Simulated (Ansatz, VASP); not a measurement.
# Rh in VASP and in Ansatz

Contents of INCAR:

```
PREC = Accurate
ENCUT = 520
EDIFF = 1E-6
ISMEAR = -1
SIGMA = 0.08
LREAL = F
LASPH = T
NELM = 80
ALGO = Normal
ISIF = 2
LWAVE = F
LCHARG = F
GGA = PE
NBANDS = 14
```

The input KPOINTS:

```
Automatic mesh
0
Gamma
  16 16 16
```

Contents of POSCAR:

```
Rh
1.0
    0.0000000000      1.9388447625      1.9388447625
    1.9388447625      0.0000000000      1.9388447625
    1.9388447625      1.9388447625      0.0000000000
Rh
1
Direct
    0.0000000000      0.0000000000      0.0000000000
```

Input for Ansatz:

```yaml
crystal:
  lattice:
    - [0.0, 1.9388447625, 1.9388447625]
    - [1.9388447625, 0.0, 1.9388447625]
    - [1.9388447625, 1.9388447625, 0.0]
  atoms:
    - { symbol: Rh, position: [0.0, 0.0, 0.0] }
kpoints:
  mp_grid: { grid: [16, 16, 16] }
scf:
  occupations: { method: fermi_dirac, width: 0.08 }
hamiltonian:
  xc: pbe
  pseudopotentials: { kind: all_electron, lapw: { basis_error: 0.001 } }
output:
  forces: true
  stress: true
  eigenvalues: true
```

Change from the starting cell: volume scaled by 1.06.

Alike in both runs: task single point; functional PBE; k mesh 16 × 16 × 16; occupations fermi-dirac, width 0.08 eV; no spin polarisation.

|  | VASP | Ansatz |
| --- | --- | --- |
| version | VASP 6.6.1 | Ansatz 0.2.0 |
| potentials or method | VASP PAW PBE potentials, release 64 (Rh_pv) | all-electron LAPW, scalar-relativistic |
| plane-wave cutoff (eV) | 520 | see its input |

|  | VASP | Ansatz | Ansatz less VASP |
| --- | --- | --- | --- |
| pressure (GPa) | -8.4 | -8.4 | -0.07 |

Ansatz ran all-electron here, so the differences hold the error of VASP's frozen core and of both bases.
